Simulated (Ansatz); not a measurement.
# GaN, 32 atoms: a relaxation on CPU cores

Aim: to move GaN in a cell of 32 atoms to a minimum of the energy, and what it costs in time.

Program: Ansatz 0.2 early development. Level of theory: run time, relaxation, PBE, PAW. These are calculated values, not measurements.

### Step 1. The system as given

It holds 16 Ga, 16 N; a = 6.378 Å, b = 6.378 Å, c = 10.370 Å, α = 90.00°, β = 90.00°, γ = 120.00°; 11.42 Å³ an atom; space group P1.

Cell or atoms stand a little off a more symmetric structure (P6_3mc at a tolerance of 0.3 Å), so results at this geometry aren't those of that ideal crystal.

### Step 2. The run

Contents of input.yaml:

```yaml
crystal:
  lattice:
    - [6.378, 0, 0]
    - [-3.189, 5.52351003, 0]
    - [0, 0, 10.37]
  atoms:
    - { symbol: Ga, position: [0.166986955, 0.336977622, 0.997777735] }
    - { symbol: Ga, position: [0.336097724, 0.173927336, 0.251983132] }
    - { symbol: "N", position: [0.178912388, 0.326394825, 0.188824926] }
    - { symbol: "N", position: [0.327804819, 0.160523767, 0.437613509] }
    - { symbol: Ga, position: [0.168401406, 0.336617892, 0.50245003] }
    - { symbol: Ga, position: [0.350844391, 0.173428672, 0.742311824] }
    - { symbol: "N", position: [0.168268866, 0.328449078, 0.686013271] }
    - { symbol: "N", position: [0.343573427, 0.164918955, 0.929091702] }
    - { symbol: Ga, position: [0.169101498, 0.831048335, 0.994337408] }
    - { symbol: Ga, position: [0.326112534, 0.661764838, 0.249887166] }
    - { symbol: "N", position: [0.163321536, 0.833893618, 0.19735357] }
    - { symbol: "N", position: [0.327059793, 0.660336757, 0.437298585] }
    - { symbol: Ga, position: [0.175255198, 0.827796982, 0.506915547] }
    - { symbol: Ga, position: [0.323078455, 0.658573667, 0.749737913] }
    - { symbol: "N", position: [0.159897749, 0.828485747, 0.690675469] }
    - { symbol: "N", position: [0.339010488, 0.667559899, 0.937175861] }
    - { symbol: Ga, position: [0.677204089, 0.336489885, 0.998866588] }
    - { symbol: Ga, position: [0.842852864, 0.159600091, 0.250794046] }
    - { symbol: "N", position: [0.671837875, 0.333244911, 0.185729962] }
    - { symbol: "N", position: [0.836081815, 0.1624284, 0.435629282] }
    - { symbol: Ga, position: [0.65864772, 0.343560616, 0.497351314] }
    - { symbol: Ga, position: [0.842386162, 0.169649602, 0.748741608] }
    - { symbol: "N", position: [0.671900437, 0.335467031, 0.689134072] }
    - { symbol: "N", position: [0.822544544, 0.167221877, 0.942810217] }
    - { symbol: Ga, position: [0.670487756, 0.841138073, 0.007185923] }
    - { symbol: Ga, position: [0.836554173, 0.682148224, 0.242702616] }
    - { symbol: "N", position: [0.66478056, 0.813542402, 0.192456317] }
    - { symbol: "N", position: [0.834071637, 0.679904208, 0.436734122] }
    - { symbol: Ga, position: [0.650781172, 0.843354797, 0.493532224] }
    - { symbol: Ga, position: [0.823394518, 0.665290019, 0.753026884] }
    - { symbol: "N", position: [0.662679317, 0.83479319, 0.679431803] }
    - { symbol: "N", position: [0.846896609, 0.666139973, 0.939077948] }
kpoints:
  mp_grid: { grid: [2, 2, 2] }
hamiltonian:
  xc: pbe
  pseudopotentials: { kind: paw, source: jth }
magnetization:
  spin_polarized: false
scf:
  occupations: { method: fixed }
output:
  forces: true
  stress: false
relax:
  max_steps: 8
basis:
  ecutwfc: "550 eV"
```

Run with:

```console
> ansatz run input --backend cpu --threads 16 --events-out ev
```

**Question.** What will these runs give? Wanted: free energy; electrons solved for; SCF passes in all; gap on the k mesh; largest force; energy from the first step to the last.

**Answer**, as computed:

| quantity | value |
| --- | --- |
| time per pass of the first SCF | 0.58 s |
| free energy | -66657.2769 eV (-2083.0399 eV/atom) |
| electrons solved for | 288 |
| SCF passes in all | 35 |
| gap on the k mesh | 1.89 eV |
| largest force | 0.005 eV/Å |
| energy from the first step to the last | -56.4 meV/atom |
| wall time | 29 s (16 threads of Arm Neoverse V2 (Grace), shared host) |

What this shows: Of the time up to the last event, 79 % went to the work after the first SCF. The largest force went from 3.073 to 0.003 eV/Å over 6 steps. The k sampling stands for a supercell only 11 Å thick at its thinnest, so the values belong to these settings.
